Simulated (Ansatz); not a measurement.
A (111) slab of NiO (Fm-3m (No. 225)), 10 planes, outer planes Ni (top) and O (bottom), with 10 atoms (Ni5O5) in a surface cell of A = 7.336 Å², as cut from the bulk:

```
CELL_PARAMETERS angstrom
2.91053 0.00000 0.00000
-1.45527 2.52059 0.00000
0.00000 0.00000 25.69398
ATOMIC_POSITIONS crystal
O 0.33333 0.66667 0.29190
Ni 0.66667 0.33333 0.33814
O 0.00000 0.00000 0.38439
Ni 0.33333 0.66667 0.43063
O 0.66667 0.33333 0.47688
Ni 0.00000 0.00000 0.52312
O 0.33333 0.66667 0.56937
Ni 0.66667 0.33333 0.61561
O 0.00000 0.00000 0.66186
Ni 0.33333 0.66667 0.70810
```

The calculation used DFT PBEsol, scalar-relativistic, plane waves, PAW in Ansatz. Plane waves to 420 eV, a k mesh through Γ of 12×12×1 on the computed 10-atom cell and Gaussian smearing (0.10 eV); collinear spin from starting moments 0.2 1.14 0.2 1.14 0.2 1.14 0.2 1.14 0.2 1.14 μB. A dipole correction removes the field between periodic images along c.

Against the same 10 atoms in the bulk, the slab as cut lies 1.679 eV higher and the relaxed slab 0.750 eV higher.

Q: Work out the surface energy before and after relaxation.

A: The slab has two faces, so γ = (E_slab − N·E_bulk)/(2A), the mean of both. As cut: 1.679/(2 × 7.336) = 0.1144 eV/Å², and 1 eV/Å² = 16.02 J/m², so γ = 1.83 J/m². Relaxed: 0.750/(2 × 7.336) = 0.0511 eV/Å² = 0.82 J/m². Relaxation recovers 55 % of the cost of cutting.

Q: What is the ideal work of this cut, per area?

A: Griffith's ideal work is 2γ: 3.67 J/m² if the new faces stay rigid, 1.64 J/m² if they relax. One thickness was run, 10 planes, so γ can still shift with it.

The state reached may not be the lowest one. The run saw a state lower than the one given here. Moments started parallel, and an antiferromagnetic order may lie lower. Semilocal functionals without U can misjudge the magnetic state of such a slab.